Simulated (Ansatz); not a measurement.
## PbSe: field gradients at two levels of theory

Cell: a computed structure from the Materials Project (it need not be an observed phase).

```
CELL_PARAMETERS angstrom
13.21982 0.00000 0.00000
0.00000 4.45645 0.00000
0.00000 0.00000 4.41518
ATOMIC_POSITIONS crystal
Pb 0.85958 0.75000 0.91029
Pb 0.35958 0.75000 0.58971
Pb 0.14042 0.25000 0.08971
Pb 0.64042 0.25000 0.41029
Se 0.64231 0.75000 0.95175
Se 0.14231 0.75000 0.54825
Se 0.35769 0.25000 0.04825
Se 0.85769 0.25000 0.45175
```

Sites (sets of like atoms) are named by element and the number of their first atom in this list.

First run. Computed with Ansatz: DFT, PBE, plane waves and PAW, scalar-relativistic, 420 eV cutoff, Γ-centred 3×8×8 k-points, Fermi–Dirac smearing 0.01 eV.

```json
{"site": "Pb", "atom": "1", "V_zz (10²¹ V/m²)": "-9.83", "η": "0.23"}
{"site": "Se", "atom": "5", "V_zz (10²¹ V/m²)": "-1.56", "η": "0.06"}
```

Second run. The same atoms and settings, except that the functional is r2SCAN and the cutoff is 500 eV.

(1) Given the first result, estimate the second.

Results:

(1) 

```json
{"site": "Pb", "atom": "1", "V_zz": "-12.22", "η": "0.19", "change of V_zz": "-2.39"}
{"site": "Se", "atom": "5", "V_zz": "-1.84", "η": "0.49", "change of V_zz": "-0.28"}
```

The largest change of V_zz is on Pb, from -9.83 to -12.22. In per cent, |V_zz| changes by +24 on Pb, +18 on Se (all sites that start above 0.5). Where |V_zz| stays above 0.1, η moves most on Se, from 0.06 to 0.49.

Spin–orbit coupling is left out, which shifts gradients on Pb by a few per cent, and by more where contributions nearly cancel.
